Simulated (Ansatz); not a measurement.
# Phonon dispersion of Ag at 1.02 times its equilibrium volume

Level of theory: Ansatz, DFT PBEsol, scalar-relativistic, plane waves, PAW. Plane waves to 420 eV; Γ-centred k mesh 20×20×20; Fermi-Dirac smearing of 0.15 eV. No spin polarisation. Phonons by linear response, acoustic sum rule imposed.

The cell, relaxed in shape and atoms at 1.02 times its equilibrium volume:
```yaml
crystal:
  lattice:
    - [-1.62338, 1.62338, 1.62338]
    - [1.62338, -1.62338, 1.62338]
    - [1.62338, 1.62338, -1.62338]
  atoms:
    - { symbol: Ag, position: [0.00000, 0.00000, 0.00000] }
```

In a metal, frequencies and elastic constants depend on the k mesh and the smearing, soft modes and shear constants most. Some empty bands missed the eigensolver's threshold. The q mesh is coarse, so values between its points are rough.

Force constants from linear response on a 2×2×2 q mesh.

Path: Γ–H–N–Γ–P–H | P–N. Distance along the path (Å⁻¹), then the branches (cm⁻¹, negative for imaginary):
```
0.000  0 0 0
0.242  31 31 34
0.484  60 60 66
0.726  88 88 95
0.968  112 112 119
1.210  132 132 137
1.451  146 146 149
1.693  156 156 156
1.935  159 159 159
2.106  156 157 159
2.277  146 153 160
2.448  131 146 162
2.619  111 137 164
2.791  86 128 166
2.962  56 119 168
3.133  19 113 169
3.304  -25 111 169
3.475  -25 109 166
3.646  -23 103 156
3.817  -21 92 140
3.988  -18 79 120
4.159  -14 62 94
4.330  -10 42 65
4.501  -5 22 33
4.672  0 0 0
4.881  15 15 43
5.091  30 30 82
5.301  45 45 115
5.510  60 60 138
5.720  75 75 150
5.929  90 90 150
6.138  105 105 138
6.348  118 118 118
6.558  92 129 129
6.767  70 138 138
6.976  66 146 146
7.186  86 151 151
7.395  113 155 155
7.605  137 157 157
7.814  153 158 158
8.024  159 159 159
8.024  118 118 118
8.145  105 117 129
8.266  91 117 139
8.387  76 116 148
8.508  60 114 156
8.629  42 113 161
8.750  21 112 166
8.871  -19 111 168
8.992  -25 111 169
```

This bcc form isn't the element's structure at ambient conditions.

Cost: 1 run of about 0.61 core-minutes, on AMD EPYC 9R45 (Zen 5) (shared hosts).